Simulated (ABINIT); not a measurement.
# TaAs: single point with PBEsol

The system is TaAs.

```
Ta As
1.0
    -1.72181    1.72181    5.86794
     1.72181   -1.72181    5.86794
     1.72181    1.72181   -5.86794
Ta As
2 2
Direct
  0.49363 0.48643 0.98448
  0.24121 0.74923 0.49441
  0.08731 0.07299 0.99868
  0.82544 0.32285 0.48741
```

The cell is a database's computed one.

The cell isn't the ideal one: atoms moved at random, drawn with an rms of 0.05 Å.

| Property | Result |
| --- | --- |
| Program | ABINIT 10.8.3 (patched build) |
| Task | single point |
| Functional | PBEsol |
| Potentials or basis | JTH PAW PBE v2.0 |
| Cutoff | 517 eV |
| k mesh | 11 × 11 × 11 |
| Occupations | fermi-dirac, width 0.05 eV |
| Spin | no spin polarisation |

```yaml
Pressure: -3.6 GPa
Largest_force: 0.511 eV/Å
Band_gap_on_the_k_mesh: none (metal or under the smearing width)
Valence_electrons_inside_the_program's_atomic_spheres: Ta 10.56; As 12.81
```

Forces in eV/Å, atoms in the order of the input:
```
Ta   0.198  0.285  0.036
Ta  -0.501  0.101  0.009
As   0.047 -0.378 -0.059
As   0.256 -0.007  0.014
```

Stress tensor (GPa, compression positive):
```
-3.42  0.03 -0.59
 0.03 -3.44 -0.82
-0.59 -0.82 -4.02
```

Levels at points of the mesh, in eV from the Fermi level:
```csv
k point,band 25,band 26,band 27,band 28,band 29,band 30,band 31,band 32
"(0.00, 0.00, 0.00)",-2.35,-1.98,-1.62,-1.60,0.93,1.58,2.31,3.05
```

It took 26 min on 4 MPI ranks on Intel(R) Xeon(R) Platinum 8259CL CPU @ 2.50GHz (Skylake/Cascade Lake), on a shared host, peak memory 1.8 GiB a rank.

Caveat: the PAW data sets were made with another functional, which shifts forces and pressure a little. The run has no spin-orbit coupling, so splittings on Ta are missing.
